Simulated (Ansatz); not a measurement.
# 1T-FeClI monolayer in a perpendicular field, part 2 of 2

Wanted: the out-of-plane response of the 1T-FeClI monolayer. A positive field points along +c.

Ansatz 0.2.0; plane-wave DFT, PBE-D3(BJ), Ansatz PAW.

So far. Step 2 (Relaxing the slab): The lattice constant a goes from 3.604 to 3.752 Å.

### Step 3. Single point, field 0

A sawtooth potential applies the field, turning back in the middle of the vacuum. With the dipole correction the typed value is the field outside the slab. The induced dipole is small, so the SCF threshold is tight.

The cell differs from the one that the last finished run ended in (c 36.229 → 20.992 Å).

Contents of input.yaml:

```yaml
crystal:
  lattice:
    - [3.752174785, 0.0, 0.0]
    - [-1.8760873925, 3.2494786833, 0.0]
    - [0.0, 0.0, 20.9919549198]
  atoms:
    - { symbol: I, position: [0.6666666667, 0.3333333333, 0.4287356768], spin: 0.19 }
    - { symbol: Fe, position: [0.0, 0.0, 0.5112008311], spin: 3.4 }
    - { symbol: Cl, position: [0.3333333333, 0.6666666667, 0.5712643232], spin: 0.13 }
magnetization:
  spin_polarized: true
kpoints:
  mp_grid: { grid: [18, 18, 1] }
  band_path:
    path: [[0, 0, 0], [0.5, 0, 0], [0.33333333, 0.33333333, 0], [0, 0, 0]]
    npoints: 16
hamiltonian:
  xc: pbe
  dispersion: d3bj
scf:
  occupations: { method: fermi_dirac, width: 0.02585 }
  convergence: { dr2_threshold: 1.0e-10 }
efield:
  axis: 3
  dipole_correction: true
  ramp_position: 0.97
  ramp_width: 0.06
  amplitude: 0
output:
  dos: { projected: true, e_range: [-6, 5] }
  write_potential: true
  write_density: true
  volumetric_format: npy
  elf: true
```

On the command line:

```sh
> ansatz run input.yaml --threads 2 --pin off --max-ram 3072MiB --backend cpu --events-out ev --progress --plain --runs-dir out
```

Numbers of over 12 decimals in the logs are rounded to 6 here.

The program printed:

```text
[...]
Crystal: 3 atoms, lattice volume = 255.947 Å³
Basis set: ecut = 420 eV, 5015 PW (Γ)
Bands: 27, of which v1, the nominal top of the filled ones, is band 20 counted from 1 (19 counted from 0)
Symmetry: 6 space group operations
k-points: 37 of 324 (time reversal used)
[...]
Starting moments: Σ|m| = 3.72 μB on 3 of 3 sites
[...]
SCF iter   1: F=—  HF=-13073.610531 eV  |F-HF|=—  |Δ(HF+E_count)|=         —  Δρ=1.59e-2 (↑1.59e-2 ↓1.06e-2)  dr2=4.20e-1  dr2_m=3.32e-1  M=4.000 μB ∫|m|=4.009 μB  β_m=1.00  ethr=1.00e-3  p=0.000 e·Å  D=6.52e-7 V/Å  ΔV_dip=-0.00 eV  dr2_dipole=8.71e-3  V_vac-E_F(+/−)=4.96/4.96 eV  ⟨swp⟩=1.4  Hψ=15426  notcnv=0
[...]
efield: sawtooth ramp at fractional position 0.9700 (set: `efield.ramp_position`, or a place that a band, a saddle search or an elastic batch's reference lends), width 0.0600; the density the first Hamiltonian is built on has a dipole p = 0.000 e·Å; the dipole correction subtracts the counter field D = 6.52e-7 V/Å, which shifts the + side's vacuum level by -0.00 eV against the − side's; the planar-averaged density in the ramp window peaks in size at 7.2e-6 e/Å³
[...]
SCF iter   2: F=—  HF=-13074.068090 eV  |F-HF|=—  |Δ(HF+E_count)|=   4.58e-1  Δρ=4.27e-3 (↑3.33e-3 ↓4.27e-3)  dr2=8.01e-2  dr2_m=1.76e-3  M=4.000 μB ∫|m|=4.021 μB  β_m=0.34  ethr=1.00e-3  p=-0.021 e·Å  D=-1.50e-2 V/Å  ΔV_dip=0.32 eV  dr2_dipole=5.28e-5  V_vac-E_F(+/−)=4.80/4.48 eV  ⟨swp⟩=3.8  Hψ=4296  notcnv=0  defer=21
density mixer auto → msr1: a metal under ldos (density of states about μ 1.16 of a free-electron gas's, 30 screened modes)
SCF iter   3: F=—  HF=-13074.426154 eV  |F-HF|=—  |Δ(HF+E_count)|=   3.58e-1  Δρ=4.02e-3 (↑4.02e-3 ↓2.76e-3)  dr2=4.66e-2  dr2_m=9.57e-3  M=4.000 μB ∫|m|=4.028 μB  β_m=0.60  ethr=2.00e-4  p=-0.028 e·Å  D=-1.95e-2 V/Å  ΔV_dip=0.41 eV  dr2_dipole=2.57e-5  V_vac-E_F(+/−)=4.86/4.45 eV  ⟨swp⟩=3.2  Hψ=4225  notcnv=0  defer=112
[...]
SCF iter  13: F=-13074.635638 eV  HF=-13074.635638 eV  |F-HF|=2.73e-11  |Δ(HF+E_count)|=  9.66e-10  Δρ=6.08e-8 (↑6.08e-8 ↓5.02e-8)  dr2=1.93e-11  dr2_m=2.06e-12  M=4.000 μB ∫|m|=4.027 μB  ethr=1.00e-12  p=-0.041 e·Å  D=-2.92e-2 V/Å  ΔV_dip=0.61 eV  dr2_dipole=8.21e-15  V_vac-E_F(+/−)=5.37/4.76 eV  ⟨swp⟩=9.9  Hψ=9323  notcnv=0
[...]
SCF 1 converged in 13 iterations: F = -13074.635638 eV  dr2 = 1.93e-11
[...]
NSCF: frozen V_eff on 49 k-points
efield: sawtooth ramp at fractional position 0.9700 (kept from the solve that this one continues, or follows in the run), width 0.0600; the density the first Hamiltonian is built on has a dipole p = -0.041 e·Å; the dipole correction subtracts the counter field D = -2.92e-2 V/Å, which shifts the + side's vacuum level by +0.61 eV against the − side's; the planar-averaged density in the ramp window peaks in size at 6.7e-6 e/Å³
SCF converged after 13 iterations
Magnetization: 4.0000 μB (22.0000 up, 18.0000 down)
Absolute magnetization: 4.0280 μB (∫|ρ↑−ρ↓|, with the PAW one-centre terms)
[...]
Per-site moments (μB) at R_I (Å): [(0.195098, 1.143872), (3.403977, 1.033943), (0.132616, 1.033943)]
Free energy (F): -13074.635638 eV
[...]
Internal energy: -13074.630612 eV  (E = F + TS)
E sigma→0 (E₀):  -13074.633125 eV
Entropy (-TS):   -0.005026 eV (-1.675 meV/atom)
Fermi energy:    -1.268914 eV
Dipole field:    D = -0.029165 V/Å  (p = -0.041253 e·Å, saw-weighted, corrected)
Work function:   Φ+ = 5.3702 eV   Φ− = 4.7580 eV
Levels:          The Fermi level and band energies are counted from a zero that moves with the ramp; work functions are not
[...]
--- Band table (eV; the first three rows and the last of 74) ---
  k-point 0 ↑: bands = [... 16 lower, -4.2945, -3.9057, -3.3829, -3.3829, -1.4561, -1.4561, 1.5651, 3.0342, ... 3 higher]
  k-point 1 ↑: bands = [... 16 lower, -4.3142, -3.9302, -3.4093, -3.3842, -1.6295, -1.4881, 1.6688, 3.1034, ... 3 higher]
  k-point 2 ↑: bands = [... 16 lower, -4.3656, -3.9659, -3.4504, -3.3952, -2.0495, -1.5728, 1.9459, 3.2589, ... 3 higher]
  k-point 36 ↓: bands = [... 16 lower, -4.0946, -1.1720, -1.0210, -0.8653, -0.2291, 0.2471, 3.2070, 4.6521, ... 3 higher]
```

Elapsed: 47 s, on 2 threads of Intel Xeon Platinum 8375C at 2.90GHz (Ice Lake), shared host; peak memory 0.93 GiB; 92 s of CPU time.

This step gave:

- energy at zero smearing: -13074.6331 eV
- total moment: 4.000 μB
- site moments: 0.1951, 3.404, 0.1326 μB
- work function, upper face: 5.370 eV
- work function, lower face: 4.758 eV
- dipole along the normal: -0.04125 e·Å
- step between the vacuum levels: 0.6122 eV

Running mean over a fixed 2.8 Å (it still follows the layers) of the planar mean; the ramp of the sawtooth is left out. Electron's electrostatic potential energy less the Fermi level against z:

```tsv
z (Å)	electron's electrostatic potential energy less the Fermi level (eV)
3.0	4.76
3.5	4.76
4.0	4.76
4.5	4.76
5.0	4.75
5.5	4.74
6.0	4.69
6.5	4.47
7.0	3.59
7.5	2.22
8.0	0.839
8.5	-0.638
9.0	-2.15
9.5	-3.89
10.0	-4.68
10.5	-5.22
11.0	-5.48
11.5	-4.78
12.0	-2.91
12.5	-0.634
13.0	1.36
13.5	3.39
14.0	4.86
14.5	5.27
15.0	5.35
15.5	5.37
16.0	5.37
16.5	5.37
17.0	5.37
17.5	5.37
18.0	5.37
```

The density of states has structure finer than the step of the table below, so its rows give means over 0.25 eV, whole bins alone (the curve runs from -6 to 1.99 eV). Peaks (eV: height): total -5.200: 9.28, -5.060: 11.1, -4.760: 9.74, -3.710: 8.64, -3.080: 9.27, -2.800: 10.7, 0.560: 12.4; up -5.200: 8.49, -5.060: 9.42, -4.760: 8.53, -3.080: 8.64, -2.800: 5.94, -2.470: 5.35, -0.980: 6.06; down -3.710: 7.10, -2.800: 4.73, 0.230: 7.62, 0.560: 12.4, 1.170: 7.86, 1.390: 5.26, 1.530: 8.47.

The density of states by energy, zero at the Fermi level; means over each step; values in states/eV a cell:

```tsv
energy (eV)	total	up	down
-5.75	1.85	1.45	0.400
-5.50	3.05	2.02	1.02
-5.25	3.26	1.95	1.31
-5.00	4.13	2.19	1.94
-4.75	4.90	3.36	1.54
-4.50	3.23	1.83	1.39
-4.25	2.59	1.47	1.12
-4.00	2.87	0.927	1.94
-3.75	4.99	1.48	3.50
-3.50	2.72	2.32	0.399
-3.25	3.43	2.78	0.646
-3.00	4.61	3.90	0.717
-2.75	6.45	3.65	2.80
-2.50	4.30	2.59	1.72
-2.25	3.46	2.41	1.05
-2.00	0.762	0.105	0.657
-1.75	0.807	0.332	0.474
-1.50	2.29	1.93	0.360
-1.25	1.61	1.35	0.267
-1.00	2.27	2.22	0.0433
-0.75	1.34	1.34	0
-0.50	0.605	0.604	0.00108
-0.25	3.04	0.315	2.73
0.00	2.34	0	2.34
0.25	2.02	0	2.02
0.50	3.93	0	3.93
0.75	0	0	0
1.00	0.791	0	0.791
1.25	3.31	0	3.31
1.50	3.42	0	3.42
1.75	0.0382	0	0.0382
```

Projected DOS per atom over height of the atomic layer and energy from the Fermi level. Layers: I Fe Cl from below.

Values in states/eV, 22 rows by 3 columns, each cell a mean:
```
0.00 0.00 0.00
0.56 2.44 0.28
0.22 1.69 0.18
0.04 0.82 0.02
0.12 3.17 0.05
0.13 2.36 0.07
0.37 1.35 0.06
0.75 0.29 0.13
1.01 0.69 0.34
0.93 0.77 0.34
0.43 0.22 0.06
0.99 1.03 0.72
1.74 2.07 1.04
1.73 3.13 0.59
1.05 1.91 0.46
1.56 1.23 1.56
0.44 0.72 1.68
0.74 1.00 1.53
0.76 1.32 2.22
1.25 0.87 2.27
0.57 0.63 1.42
0.30 0.36 0.72
```
Columns: height of the atomic layer (Å) from 9 to 12.0 (not evenly spaced); rows upwards: energy from the Fermi level (eV) from -5.96 to 1.96.

Projected DOS per atom, spin up over height of the atomic layer and energy from the Fermi level. Layers: I Fe Cl from below.

Ten even steps from '0' (0.00 states/eV) to '9' (2.88 states/eV), each cell a mean:
```
000
000
000
000
000
000
100
200
321
221
000
122
161
191
261
231
110
232
044
224
112
012
```
Columns: height of the atomic layer (Å) from 9 to 12.0 (not evenly spaced); rows upwards: energy from the Fermi level (eV) from -5.96 to 1.96.

Projected DOS per atom, spin down over height of the atomic layer and energy from the Fermi level. Layers: I Fe Cl from below.

Values in states/eV, 22 rows by 3 columns, each cell a mean:
```
0.00 0.00 0.00
0.56 2.44 0.28
0.22 1.69 0.18
0.04 0.82 0.02
0.12 3.17 0.05
0.11 2.36 0.07
0.02 1.28 0.03
0.00 0.00 0.00
0.09 0.03 0.01
0.23 0.09 0.02
0.36 0.13 0.02
0.69 0.19 0.05
1.34 0.21 0.49
1.24 0.26 0.20
0.35 0.08 0.12
0.84 0.25 1.25
0.07 0.21 1.56
0.13 0.11 0.95
0.63 0.10 0.87
0.52 0.23 0.95
0.25 0.24 0.68
0.06 0.05 0.12
```
Columns: height of the atomic layer (Å) from 9 to 12.0 (not evenly spaced); rows upwards: energy from the Fermi level (eV) from -5.96 to 1.96.

Deep bands are left out, so band numbers here count from the lowest band kept and differ from the log's. Electronic bands along the path, in eV, zero at the Fermi level; # counts the bands kept:

```tsv
point	up #8	up #9	up #10	up #11	down #7	down #8	down #9	down #10
Γ	-2.11	-2.11	-0.19	-0.19	-0.29	-0.29	0.38	1.65
halfway	-2.39	-2.29	-1.56	-0.57	-0.27	0.14	0.56	1.15
M	-2.86	-2.74	-1.10	-0.72	-0.35	0.25	0.53	1.41
halfway	-2.77	-2.50	-1.40	-0.99	-0.07	0.26	0.47	1.11
K	-2.63	-2.48	-1.77	-0.97	0.10	0.25	0.40	1.04
halfway	-2.60	-2.20	-1.41	-1.01	-0.09	0.10	0.58	1.14
Γ	-2.11	-2.11	-0.19	-0.19	-0.29	-0.29	0.38	1.65
```

Spin density in the ca plane at fractional y = 0.000, with atoms of Fe within 0.2 Å of it.

Ten even steps from '0' (0.0 e/Å³) to '9' (5.9 e/Å³), each cell a mean:
```
00000000000000000001661000000000000000000000
00000000000000000000110000000000000000000000
00000000000000000000000000000000000000000000
00000000000000000000000000000000000000000000
00000000000000000000000000000000000000000000
00000000000000000000000000000000000000000000
00000000000000000000000000000000000000000000
00000000000000000000000000000000000000000000
00000000000000000000330000000000000000000000
00000000000000000002992000000000000000000000
```
Columns run along c (16.0 Å, from fractional 0.16 to 0.92 of the cell), rows up along a (3.8 Å). Atoms in or near the plane, at fractional coordinates: Fe at (0.51, 0.00).

Electrostatic potential energy in the ca plane at fractional y = 0.000, with atoms of Fe within 0.2 Å of it. With pseudopotentials it is smooth inside the atoms' cores, unlike the true potential.

Ten even steps from '0' (-27 eV) to '9' (4 eV), each cell a mean:
```
99999999999999999840000489999999999999999999
99999999999999998873003789999999999999999999
99999999999999888887667889999999999999999999
99999999999999876788888888999999999999999999
99999999999998755688998888999999999999999999
99999999999998765788888888999999999999999999
99999999999999877888778889999999999999999999
99999999999999988875335789999999999999999999
99999999999999999851000589999999999999999999
99999999999999999830000489999999999999999999
```
Columns run along c (16.0 Å, from fractional 0.16 to 0.92 of the cell; values clipped at the 3rd and 97th percentile), rows up along a (3.8 Å). Atoms in or near the plane, at fractional coordinates: Fe at (0.51, 0.00).

Valence density in the ca plane at fractional y = 0.000, with atoms of Fe within 0.2 Å of it. It is the smooth field of the valence electrons, not physical close to the nuclei.

Ten steps, logarithmic in the rise over the least value, from '0' (0 e/Å³) to '9' (26 e/Å³), each cell a mean:
```
00000000000000000000012698510000000000000000
00000000000000000000011355210000000000000000
00000000000000000011111111111000000000000000
00000000000000000011111000111100000000000000
00000000000000000112211000111100000000000000
00000000000000000112211000111100000000000000
00000000000000000011111111111000000000000000
00000000000000000001111233110000000000000000
00000000000000000000012577410000000000000000
00000000000000000000013799610000000000000000
```
Columns run along c (16.0 Å, from fractional 0.09 to 0.85 of the cell), rows up along a (3.8 Å). Atoms in or near the plane, at fractional coordinates: Fe at (0.51, 0.00).

The work function of the upper face is 5.37 eV.

### Step 4. Atoms held, field 0.1 V/Å

Edit input.yaml of step 3 so:

```diff
@@ -27,5 +27,4 @@
   ramp_width: 0.06
-  amplitude: 0
+  amplitude: 0.1
 output:
-  dos: { projected: true, e_range: [-6, 5] }
   write_potential: true
@@ -33,2 +32 @@
   volumetric_format: npy
-  elf: true
```

The program printed:

```text
[...]
Crystal: 3 atoms, lattice volume = 255.947 Å³
Basis set: ecut = 420 eV, 5015 PW (Γ)
Bands: 27, of which v1, the nominal top of the filled ones, is band 20 counted from 1 (19 counted from 0)
Symmetry: 6 space group operations
k-points: 37 of 324 (time reversal used)
[...]
Starting moments: Σ|m| = 3.72 μB on 3 of 3 sites
[...]
k-point 1 ↑: bands = [... 16 lower, -4.3353, -3.9411, -3.4203, -3.3953, -1.6590, -1.5178, 1.6410, 2.8749, ... 3 higher]
  k-point 2 ↑: bands = [... 16 lower, -4.3865, -3.9808, -3.4619, -3.4071, -2.0782, -1.6022, 1.9122, 3.0280, ... 3 higher]
  k-point 36 ↓: bands = [... 16 lower, -4.1298, -1.1921, -1.0423, -0.8848, -0.2500, 0.2261, 3.1736, 4.6077, ... 3 higher]
[key lines of the parts left out:]
SCF converged after 13 iterations
Magnetization: 4.0000 μB (22.0000 up, 18.0000 down)
Free energy (F): -13074.633118 eV
Fermi energy:    -1.289040 eV
Dipole field:    D = -0.006463 V/Å  (p = -0.009141 e·Å, saw-weighted, corrected)
```

The job ended after 45 s (2 threads; peak memory 0.93 GiB; 88 s of CPU time).

The dipole is -0.00914 e·Å, 0.0321 e·Å from its value without field.

### Step 5. Atoms held, field -0.1 V/Å

Edit input.yaml of step 4 so:

```diff
@@ -27,3 +27,3 @@
   ramp_width: 0.06
-  amplitude: 0.1
+  amplitude: -0.1
 output:
```

The program printed:

```text
[...]
Crystal: 3 atoms, lattice volume = 255.947 Å³
Basis set: ecut = 420 eV, 5015 PW (Γ)
Bands: 27, of which v1, the nominal top of the filled ones, is band 20 counted from 1 (19 counted from 0)
Symmetry: 6 space group operations
k-points: 37 of 324 (time reversal used)
[...]
Starting moments: Σ|m| = 3.72 μB on 3 of 3 sites
[...]
k-point 1 ↑: bands = [... 16 lower, -4.2937, -3.9200, -3.3990, -3.3738, -1.6006, -1.4591, 1.6863, 3.2818, ... 3 higher]
  k-point 2 ↑: bands = [... 16 lower, -4.3453, -3.9514, -3.4397, -3.3840, -2.0216, -1.5441, 1.9668, 3.4344, ... 3 higher]
  k-point 36 ↓: bands = [... 16 lower, -4.0602, -1.1525, -1.0004, -0.8466, -0.2089, 0.2672, 3.2390, 4.6939, ... 3 higher]
[key lines of the parts left out:]
SCF converged after 13 iterations
Magnetization: 4.0000 μB (22.0000 up, 18.0000 down)
Free energy (F): -13074.641368 eV
Fermi energy:    -1.249529 eV
Dipole field:    D = -0.051846 V/Å  (p = -0.073334 e·Å, saw-weighted, corrected)
```

Run time: 47 s. Hardware: 2 threads; peak memory 0.9 GiB.

The dipole is -0.0733 e·Å, -0.0321 e·Å from its value without field.

### Step 6. Response, atoms held

This step: plane-wave DFT, PBE-D3(BJ), Ansatz PAW; response to a field along the normal, atoms held (Ansatz 0.2.0).

The dipoles give the slope, and the difference of two potentials shows where the field is screened.

Numbers from this step:

```
equivalent conductor thickness p/(ε₀AE) : 4.763 Å
distance between the outer atoms        : 2.992 Å
```

Dipole of the cell against applied field:

```tsv
applied field (V/Å)	dipole of the cell (e·Å)
-0.1000	-0.0733
0.0000	-0.0413
0.1000	-0.00914
```

The total moment stays at 4.00 μB for applied field from -0.1 to 0.1 V/Å.

Local field over the applied field, running mean. From the potentials at -0.1 and 0.1 V/Å; running mean over 2.5 Å. Table of local field over applied field by z:

```tsv
z (Å)	local field over applied field
4.5	0.998
5.0	0.995
5.5	0.984
6.0	0.955
6.5	0.886
7.0	0.761
7.5	0.596
8.0	0.416
8.5	0.249
9.0	0.132
9.5	0.0951
10.0	0.0965
10.5	0.112
11.0	0.145
11.5	0.199
12.0	0.287
12.5	0.423
13.0	0.587
13.5	0.747
14.0	0.878
14.5	0.953
15.0	0.985
15.5	0.995
16.0	0.999
16.5	1.000
```

Electrons, planar mean, per unit field. Table of induced electron density by z:

```tsv
z (Å)	induced electron density (e/Å³ per V/Å)
4.5	6.8e-6
5.0	2.3e-5
5.5	7.2e-5
6.0	2.1e-4
6.5	5.9e-4
7.0	0.00146
7.5	0.00293
8.0	0.00334
8.5	0.00133
9.0	9.0e-4
9.5	2.5e-5
10.0	-0.00139
10.5	-6.4e-4
11.0	6.0e-4
11.5	-3.7e-5
12.0	-0.00111
12.5	-0.00259
13.0	-0.00325
13.5	-0.00169
14.0	-6.3e-4
14.5	-2.1e-4
15.0	-6.3e-5
15.5	-1.8e-5
16.0	-5.0e-6
16.5	-1.3e-6
```

By hand: between -0.1 and 0.1 V/Å the dipole changes by 0.06419 e·Å, a slope of 0.3210 e·Å²/V. A perfect conductor of thickness t has p = ε₀AEt, so t = 180.95 × 0.3210 / 12.193 = 4.76 Å (e/ε₀ = 180.95 V·Å, A in Å²).

The induced dipole is that of a conductor 4.76 Å thick.

### Step 7. Results

```json
{
 "gap without field": "none",
 "work function, upper face": "5.37 eV",
 "step between the vacuum levels": "0.612 eV",
 "equivalent conductor thickness, atoms held": "4.76 Å"
}
```

The induced dipole equals that of a perfect conductor 4.76 Å thick, while the outer atoms lie 2.99 Å apart. The two faces differ: the vacuum level above lies 0.61 eV higher than the one below. There is no gap over 0.03 eV, with or without the field. For an open d or f shell that can be the fault of a semilocal functional without a Hubbard term. The magnetic order is the one reached from the typed start; other orders were not compared. Spin-orbit coupling is left out, which matters for the bands of elements this heavy.

[Logs are printed without paths, hosts, clocks, repeated set-up lines and the standing remarks that a program may print on its own settings, such as how far it seeks lower states.]

[Hosts, paths, dates, database ids (printed as entryN), source tags and the programs' standing remarks are cut or masked in the printed files.]

[Maps of the electrostatic potential energy from Ansatz leave out the sawtooth potential of an applied field or a dipole correction, so their vacuum need not be flat; planar profiles and work functions include it.]

[The density of states shown here was stored with 400 of the rows of the run's finer table, so its peaks can read low, often by over a quarter, or be missed, and its means over a window can be off by a tenth or more.]
